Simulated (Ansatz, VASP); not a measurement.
## In in VASP and in Ansatz

```
In
1.0
     0.00000    2.35174    2.35174
     2.35174    0.00000    2.35174
     2.35174    2.35174    0.00000
In
1
Direct
  0.00000 0.00000 0.00000
```

Alike in both runs: functional PBE; dispersion D3(BJ); k mesh 15 × 15 × 15; occupations fermi-dirac, width 0.05 eV; no spin polarisation.

Ansatz relaxed the structure, and its values are those at the end. VASP's run is a single point on that final structure, the one shown.

|  | VASP | Ansatz |
| --- | --- | --- |
| version | VASP 6.6.1 | Ansatz 0.2.0 |
| potentials or method | VASP PAW PBE potentials, release 64 (In_d) | PAW with Ansatz's default frozen-core files, scalar-relativistic |
| plane-wave cutoff (eV) | 520 | 420 |
| valence electrons in the cell | 13 | 13 |

|  | VASP | Ansatz | Ansatz less VASP |
| --- | --- | --- | --- |
| gap on the k mesh at the Fermi level (eV) | none | none | - |
| pressure (GPa) | 0.0 | 0.0 | +0.05 |
| dispersion energy (meV/atom) | -340.2 | -340.3 | -0.12 |

A gap of «none» marks a metal or a gap that the smearing closes.

Caveats: pairwise dispersion overbinds metals, which lowers pressure and volume.
